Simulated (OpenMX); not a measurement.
Sc, 2 atoms in the cell. The typed cell holds 2 atoms: a = 3.309 Å, b = 3.309 Å, c = 5.273 Å, α = 90.00°, β = 90.00°, γ = 120.00°.  The cell isn't the ideal one: atom 1 moved by [-0.0266, 0.0, -0.0424] A.

* Program: OpenMX 3.8.5
* Task: single point
* Functional: LDA
* Potentials or basis: OpenMX 2013 LDA set, Sc7.0-s2p2d1, grid cutoff 560 Ry
* k mesh: 7 × 7 × 5
* Occupations: fermi-dirac, width 0.05 eV
* Spin: no spin polarisation
* Mixing scheme: rmm-diisk
* SCF threshold: 1e-08 Ha
* Solver: band
* Max SCF cycles: 100

Potentials or basis: OpenMX 2013 LDA set, Sc7.0-s2p2d1, grid cutoff 560 Ry.

The run is started by

```sh
$ openmx Sc.dat -nt 1 > Sc.std
```

Hardware: 1 thread of Arm Neoverse V1, with other jobs on the host.

Problem. How long does it take, and how much memory?

Solution. Wall time 38 s on 1 thread of Arm Neoverse V1, on a shared host, peak memory 0.77 GiB. Counts: k points 123, basis 26, scf iterations 17.
